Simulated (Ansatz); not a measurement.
**From the elastic tensor of MoP to moduli and sound speeds**

Computed with DFT PBEsol, scalar-relativistic, plane waves, PAW in Ansatz. Settings: 420 eV plane-wave cutoff, Γ-centred 18×18×14 mesh, Fermi-Dirac smearing of 0.15 eV. No spin polarisation.

It takes space group P-6m2 (No. 187, hexagonal). Conventional cell: a = 3.209 Å, b = 3.209 Å, c = 3.172 Å, α = 90.00°, β = 90.00°, γ = 120.00°. Mo (site symmetry -6m2) has 6 P at 2.44 Å as nearest neighbours. P (site symmetry -6m2) has 6 Mo at 2.44 Å as nearest neighbours.

In a metal, frequencies and elastic constants depend on the k mesh and the smearing, soft modes and shear constants most.

Relaxed-ion constants (GPa, on the Cartesian axes of the calculation):
C11 = 359.1, C12 = 132.4, C13 = 168.6, C22 = 359.1, C23 = 168.6, C33 = 510.4, C44 = 184.1, C55 = 184.1, C66 = 113.3 GPa; the others vanish.

Density 7.449 g/cm³; 2 atoms in 28.29 Å³.

The values that follow are for a polycrystal of randomly turned grains, by Hill's mean where one number stands.

With S = C⁻¹: B_V = (C11+C22+C33+2(C12+C13+C23))/9, G_V = (C11+C22+C33−C12−C13−C23+3(C44+C55+C66))/15, 1/B_R = S11+S22+S33+2(S12+S13+S23), 15/G_R = 4(S11+S22+S33−S12−S13−S23)+3(S44+S55+S66); Hill is their mean. Then v_l = √((B+4G/3)/ρ), v_t = √(G/ρ), v_m = [(2/v_t³+1/v_l³)/3]^(−1/3) and Θ = (ħ/k_B)·v_m·(6π²n/V)^(1/3) for n atoms in the volume V; E = 9BG/(3B+G), ν = (3B−2G)/(2(3B+G)) and A^U = 5G_V/G_R + B_V/B_R − 6.

```json
{
  "Bulk modulus, Voigt / Reuss / Hill": "240.9 / 231.6 / 236.2 GPa",
  "Shear modulus, Voigt / Reuss / Hill": "146.9 / 139.0 / 143.0 GPa",
  "Young's modulus": "357 GPa",
  "Poisson ratio": "0.248",
  "Pugh ratio B/G": "1.65 (under 1.75, the rule of thumb for brittle)",
  "Universal anisotropy index": "0.32",
  "Longitudinal and transverse sound speeds": "7569 and 4381 m/s",
  "Debye temperature from the mean sound speed": "599 K"
}
```

Cost: 1 run of about 18 core-minutes, on Arm Neoverse V1 (shared hosts).

MoP is markedly stiffer along the hexagonal axis than in the basal plane, with C33 at 510.4 GPa against 359.1 GPa for C11, and shear within the plane (C66) is its softest shear response. The geometry of the tungsten-carbide-type structure probably accounts for both. The covalent Mo d–P p bonds run obliquely between the layers and project more strongly onto c than onto any single in-plane direction, so axial strain stretches them more effectively. In-plane shear can also be partly relieved by a relative shift of the Mo and P sublattices, which symmetry forbids to first order for axial strain and for the shear described by C44.

The constants satisfy the elastic stability criteria for a hexagonal crystal, which rules out a spontaneous homogeneous distortion but not a phonon instability at finite wavevector. The Pugh ratio lies close to its dividing line and so suggests brittleness only weakly; fracture toughness also depends on cleavage energies and dislocation mobility.
